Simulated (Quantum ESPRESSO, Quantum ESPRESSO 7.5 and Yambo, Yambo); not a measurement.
# InP (F-43m): G0W0 with Yambo, start to end

Wanted: ground state, empty states, screening and self-energy for InP (F-43m).

Calculated with Quantum ESPRESSO 7.5 and Yambo 5.3.0; PBE and many-body steps on it, plane waves.

Most raw output is cut from this account.

## 1. Set-up

It takes space group F-43m (No. 216, cubic). The conventional cell has a = 5.869 Å, b = 5.869 Å, c = 5.869 Å, α = 90.00°, β = 90.00°, γ = 90.00°. Nearest to In lie 4 P at 2.54 Å. P has 4 In at 2.54 Å nearest. Farther neighbours are not listed.

Structure file:

```cif
data_structure
_symmetry_space_group_name_H-M 'P 1'
_symmetry_Int_Tables_number 1
_cell_length_a 4.1498
_cell_length_b 4.1498
_cell_length_c 4.1498
_cell_angle_alpha 60.000
_cell_angle_beta 60.000
_cell_angle_gamma 60.000
_cell_volume 50.53
loop_
_atom_site_label
_atom_site_type_symbol
_atom_site_fract_x
_atom_site_fract_y
_atom_site_fract_z
_atom_site_occupancy
In1 In 0.00000 0.00000 0.00000 1
P2 P 0.25000 0.25000 0.25000 1
```

The cell and positions come from the Crystallography Open Database and are kept as given unless a step says otherwise.

## 2. Ground state

This step: Quantum ESPRESSO 7.5; DFT, PBE with spin-orbit coupling, plane waves, norm-conserving pseudopotentials.

The ground-state density comes first.

pw.in

```
&control
  calculation = 'scf'
  prefix = 'x'
  outdir = 'o'
  pseudo_dir = 'pseudo'
/
&system
  ibrav = 0
  nat = 2
  ntyp = 2
  ecutwfc = 80.0
  nbnd = 36
  force_symmorphic = .true.
  noncolin = .true.
  lspinorb = .true.
/
&electrons
  conv_thr = 1e-10
  electron_maxstep = 80
  mixing_beta = 0.5
/
ATOMIC_SPECIES
  In 114.82 In.upf
  P 30.974 P.upf
CELL_PARAMETERS angstrom
  -0.0000000000 2.9343500000 2.9343500000
  2.9343500000 -0.0000000000 2.9343500000
  2.9343500000 2.9343500000 -0.0000000000
ATOMIC_POSITIONS crystal
  In 0.0000000000 0.0000000000 0.0000000000
  P 0.2500000000 0.2500000000 0.2500000000
K_POINTS automatic
  6 6 6 0 0 0
```

The run is started by

```bash
> OMP_NUM_THREADS=1 mpirun -n 4 pw.x -nk 4 -in pw.in > pw.out
```

Wall time 30 s (4 MPI ranks of Intel Xeon Platinum 8259CL at 2.50GHz (Skylake/Cascade Lake), shared host); peak memory 0.54 GiB.

Numbers from this step:

| Property | Result |
| --- | --- |
| total energy | -5615.4590 eV |
| gap | 0.6593 eV |
| k of the valence top | 0, 0, 0 |
| k of the conduction bottom | 0, 0, 0 |
| least direct gap | 0.6593 eV |

The gap is direct, at Γ.

## 3. Bands along the symmetry lines

Levels along a band path, at the cheap level, show where the edges lie and whether the meshes to come will hold them.

pw.in

```
&control
  calculation = 'bands'
  prefix = 'x'
  outdir = 'o'
  pseudo_dir = 'pseudo'
/
&system
  ibrav = 0
  nat = 2
  ntyp = 2
  ecutwfc = 80.0
  nbnd = 38
  force_symmorphic = .true.
  noncolin = .true.
  lspinorb = .true.
/
&electrons
  conv_thr = 1e-9
  electron_maxstep = 80
  diago_full_acc = .true.
  diago_thr_init = 5e-6
/
ATOMIC_SPECIES
  In 114.82 In.upf
  P 30.974 P.upf
CELL_PARAMETERS angstrom
  -0.0000000000 2.9343500000 2.9343500000
  2.9343500000 -0.0000000000 2.9343500000
  2.9343500000 2.9343500000 -0.0000000000
ATOMIC_POSITIONS crystal
  In 0.0000000000 0.0000000000 0.0000000000
  P 0.2500000000 0.2500000000 0.2500000000
K_POINTS crystal
  50
  0.00000000 0.00000000 0.00000000 1
  -0.06250000 -0.06250000 0.00000000 1
  -0.12500000 -0.12500000 0.00000000 1
  -0.18750000 -0.18750000 0.00000000 1
  -0.25000000 -0.25000000 0.00000000 1
  -0.31250000 -0.31250000 0.00000000 1
  -0.37500000 -0.37500000 0.00000000 1
  -0.43750000 -0.43750000 0.00000000 1
  -0.50000000 -0.50000000 0.00000000 1
  -0.48437500 -0.48437500 0.03125000 1
  -0.46875000 -0.46875000 0.06250000 1
  -0.45312500 -0.45312500 0.09375000 1
  -0.43750000 -0.43750000 0.12500000 1
  -0.42187500 -0.42187500 0.15625000 1
  -0.40625000 -0.40625000 0.18750000 1
  -0.39062500 -0.39062500 0.21875000 1
  -0.37500000 -0.37500000 0.25000000 1
  -0.37500000 0.00000000 0.37500000 1
  -0.32812500 0.00000000 0.32812500 1
  -0.28125000 0.00000000 0.28125000 1
  -0.23437500 0.00000000 0.23437500 1
  -0.18750000 0.00000000 0.18750000 1
  -0.14062500 0.00000000 0.14062500 1
  -0.09375000 0.00000000 0.09375000 1
  -0.04687500 0.00000000 0.04687500 1
  0.00000000 0.00000000 0.00000000 1
  0.00000000 0.00000000 0.06250000 1
  0.00000000 0.00000000 0.12500000 1
  0.00000000 0.00000000 0.18750000 1
  0.00000000 0.00000000 0.25000000 1
  0.00000000 0.00000000 0.31250000 1
  0.00000000 0.00000000 0.37500000 1
  0.00000000 0.00000000 0.43750000 1
  -0.00000000 -0.00000000 0.50000000 1
  -0.06250000 -0.03125000 0.46875000 1
  -0.12500000 -0.06250000 0.43750000 1
  -0.18750000 -0.09375000 0.40625000 1
  -0.25000000 -0.12500000 0.37500000 1
  -0.31250000 -0.15625000 0.34375000 1
  -0.37500000 -0.18750000 0.31250000 1
  -0.43750000 -0.21875000 0.28125000 1
  -0.50000000 -0.25000000 0.25000000 1
  -0.50000000 -0.28125000 0.21875000 1
  -0.50000000 -0.31250000 0.18750000 1
  -0.50000000 -0.34375000 0.15625000 1
  -0.50000000 -0.37500000 0.12500000 1
  -0.50000000 -0.40625000 0.09375000 1
  -0.50000000 -0.43750000 0.06250000 1
  -0.50000000 -0.46875000 0.03125000 1
  -0.50000000 -0.50000000 0.00000000 1
```

It took 27 s on 4 MPI ranks; peak memory 0.39 GiB; 1.8 min of CPU time.

This step gave:

```yaml
gap: 0.6593 eV
k_of_the_valence_top: 0, 0, 0
k_of_the_conduction_bottom: 0, 0, 0
least_direct_gap: 0.6593 eV
```

The gap is 0.659 eV, as in the run before at this level.

Electronic bands along the path, in eV, zero at the top of the highest filled band:

| point | band 23 | band 24 | band 25 | band 26 | band 27 | band 28 | band 29 | band 30 |
| --- | --- | --- | --- | --- | --- | --- | --- | --- |
| Γ | 0.00 | 0.00 | 0.00 | 0.00 | 0.66 | 0.66 | 3.75 | 3.75 |
| halfway | -1.48 | -1.48 | -1.39 | -1.39 | 2.45 | 2.45 | 3.09 | 3.09 |
| X | -2.39 | -2.39 | -2.29 | -2.29 | 1.74 | 1.74 | 2.24 | 2.24 |
| halfway | -2.81 | -2.73 | -2.24 | -2.23 | 2.00 | 2.02 | 2.83 | 2.86 |
| U | -3.37 | -3.28 | -1.96 | -1.96 | 2.33 | 2.33 | 4.34 | 4.36 |
| jump to K | -3.37 | -3.28 | -1.96 | -1.96 | 2.33 | 2.33 | 4.34 | 4.36 |
| halfway | -2.08 | -1.99 | -0.61 | -0.59 | 2.79 | 2.79 | 4.54 | 4.73 |
| Γ | 0.00 | 0.00 | 0.00 | 0.00 | 0.66 | 0.66 | 3.75 | 3.75 |
| halfway | -0.64 | -0.64 | -0.55 | -0.53 | 1.75 | 1.75 | 4.61 | 4.61 |
| L | -1.06 | -1.06 | -0.94 | -0.94 | 1.46 | 1.46 | 4.69 | 4.69 |
| halfway | -2.76 | -2.67 | -1.69 | -1.61 | 3.11 | 3.14 | 4.12 | 4.19 |
| W | -3.05 | -2.97 | -2.91 | -2.86 | 4.26 | 4.26 | 4.32 | 4.35 |
| halfway | -2.76 | -2.68 | -2.62 | -2.60 | 2.62 | 2.69 | 3.07 | 3.07 |
| X | -2.39 | -2.39 | -2.29 | -2.29 | 1.74 | 1.74 | 2.24 | 2.24 |

## 4. Empty states on the mesh, 4×4×4 mesh, 254 bands

The sums over transitions need many empty states on a uniform mesh; this step solves for them.

pw.in

```
&control
  calculation = 'nscf'
  prefix = 'x'
  outdir = 'o'
  pseudo_dir = 'pseudo'
/
&system
  ibrav = 0
  nat = 2
  ntyp = 2
  ecutwfc = 80.0
  nbnd = 254
  force_symmorphic = .true.
  noncolin = .true.
  lspinorb = .true.
/
&electrons
  conv_thr = 1e-9
  electron_maxstep = 80
  diago_full_acc = .true.
  diago_thr_init = 5e-6
/
ATOMIC_SPECIES
  In 114.82 In.upf
  P 30.974 P.upf
CELL_PARAMETERS angstrom
  -0.0000000000 2.9343500000 2.9343500000
  2.9343500000 -0.0000000000 2.9343500000
  2.9343500000 2.9343500000 -0.0000000000
ATOMIC_POSITIONS crystal
  In 0.0000000000 0.0000000000 0.0000000000
  P 0.2500000000 0.2500000000 0.2500000000
K_POINTS automatic
  4 4 4 0 0 0
```

Elapsed: 44 s, on 4 MPI ranks; peak memory 0.96 GiB; 2.9 min of CPU time.

Numbers from this step:

```
gap                                                           : 0.6593 eV
k of the valence top                                          : 0, 0, 0
k of the conduction bottom                                    : 0, 0, 0
least direct gap                                              : 0.6593 eV
k points computed                                             : 8
lowest point of the top converged band, above the valence top : 89.0015 eV
```

On this mesh the gap is 0.659 eV.

## 5. Conversion and set-up

This step: Yambo 5.3.0; conversion and set-up on PBE with spin-orbit coupling, plane waves, norm-conserving pseudopotentials.

The states are converted to the many-body program's format and the q mesh is built.

The run is started by

```bash
> (cd o/x.save; p2y > p2y.log; mv SAVE ../..); yambo > setup.log
```

The job ended after 4.9 s (1 MPI rank; peak memory 0.25 GiB).

## 6. Screening and self-energy, 4×4×4 mesh, 254 bands, screening to 197.3 eV

Now the one-shot GW correction: screening in the RPA, then the self-energy of the levels asked for.

This step: G0W0 on PBE with spin-orbit coupling, plane waves, norm-conserving pseudopotentials.

gw1.in

```
HF_and_locXC
gw0
dyson
ppa
em1d
rim_cut
RandQpts= 1000000
RandGvec= 1 RL
EXXRLvcs= 80 Ry
VXCRLvcs= 320 Ry
Chimod= "HARTREE"
% BndsRnXp
 1 | 254 |
%
NGsBlkXp= 14.5 Ry
% LongDrXp
 1 | 1 | 1 |
%
% GbndRnge
 1 | 254 |
%
DysSolver= "n"
ExtendOut
PPAPntXp= 27.21138 eV
% QPkrange
 1 | 1 | 23 | 30 |
%
```

The run is started by

```bash
> OMP_NUM_THREADS=2 mpirun -n 2 yambo -F gw1.in -J gw1 -C gw1 > gw1.log
```

Elapsed: 20 min, on 2 MPI ranks; peak memory 1.5 GiB; 68 min of CPU time.

Numbers from this step:

| Property | Result |
| --- | --- |
| G0W0 gap on the points computed | 1.345 eV |
| starting gap on the mesh | 0.6593 eV |
| k of the valence top | 0, 0, 0 |
| k of the conduction bottom | 0, 0, 0 |
| least direct G0W0 gap on the computed points | 1.345 eV |
| Z at the valence top | 0.7804 |
| Z at the conduction bottom | 0.7940 |

The gap on the mesh goes from 0.66 eV to 1.34 eV, a correction of +0.69 eV.

Limits: finite bands, cutoff and mesh; coarse k mesh. v1 is the top filled band, c1 the lowest empty one. The levels before and after the correction (eV, zero at the valence-band top of each column):

```csv
,conduction bottom,valence top
Kohn-Sham,0.66,0.00
G0W0,1.34,0.00
```

```csv
,level,energy (eV)
Kohn-Sham,Γ v4-v1,0.000
Kohn-Sham,Γ c1-c2,0.659
Kohn-Sham,Γ c3-c4,3.748
G0W0,Γ v4-v1,0.000
G0W0,Γ c1-c2,1.345
G0W0,Γ c3-c4,4.550
```

## 7. Where the time went

Times are wall times on the hardware named with each run, good to a factor of about two.

| step | time | share | memory (GiB) |
| --- | --- | --- | --- |
| ground state | 30 s | 2 % | 0.54 |
| bands along the symmetry lines | 27 s | 2 % | 0.39 |
| empty states on the mesh | 44 s | 3 % | 0.96 |
| conversion and set-up | 4.9 s | 0 % | 0.25 |
| screening and self-energy | 20 min | 92 % | 1.5 |

## 8. Outcome

| Property | Result |
| --- | --- |
| PBE gap | 0.66 eV, direct |
| G0W0 gap on the mesh | 1.34 eV |
| GW settings | 4×4×4 mesh, 254 bands, screening to 197.3 eV, Godby-Needs plasmon pole |
| known limits | not at the basis limit; coarse k mesh |

What this shows: G0W0 moves the gap on the mesh from 0.66 eV to 1.34 eV (+0.69 eV), with Z of 0.78 and 0.79 at the edges. Only 1 of the mesh's irreducible points was corrected, so a valley elsewhere could overtake. The dearest step here is «screening and self-energy». Bands and cutoff are finite, so the gap is not at the basis limit. The miss can reach some tenths of an eV and take either sign; the mesh is an error of its own. In the G0W0 run levels were corrected at 1 k point alone, so a gap called «on the mesh» is the least over those, and an edge elsewhere would be missed. The 4×4×4 mesh is coarse for this cell, which bears on the long-range parts of exchange and screening.

[Paths, hosts, dates, memory and timing lines, banners, echoed tables and standing remarks are left out of the program output.]

[Logs are printed without paths, hosts, clocks, repeated set-up lines and the standing remarks that a program may print on its own settings, such as how far it seeks lower states.]

[Runs of the session that timed out or met a known fault of the program may be left out.]

[Hosts, paths, dates, database ids (printed as entryN), source tags and the programs' standing remarks are cut or masked in the printed files.]
